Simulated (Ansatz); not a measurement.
The system is AlPt.

```xyz
2
Lattice="3.0915 0.0000 0.0000 0.0000 3.0915 0.0000 0.0000 0.0000 3.0915" Properties=species:S:1:pos:R:3 pbc="T T T"
Pt    1.5458    1.5458    1.5458
Al    0.0000    0.0000    0.0000
```

Measurements of this composition are mostly on another form, of space group No. 198.

Base run:

| Property | Result |
| --- | --- |
| Program | Ansatz 0.2.0 |
| Functional | PBEsol |
| Potentials or basis | Ansatz PAW |
| Cutoff | 420 eV (not typed: the program's choice for these potentials) |
| k mesh | 9 × 9 × 9 |
| Occupations | gaussian, width 0.1 eV |
| Spin | no spin polarisation |

Its results: band gap on the k mesh none (metal or under the smearing width); pressure -5.8 GPa.

Task: The run is repeated on the same cell with these changes: functional from PBEsol to LDA; occupations from gaussian, width 0.1 eV to gaussian, width 0.05 eV. What comes out?

Result: Band gap on the k mesh none (metal or under the smearing width); pressure -9.8 GPa.

Caveats: the PAW data sets come from PBE, with cores solved anew for the run's functional, which leaves a small shift of forces and pressure.
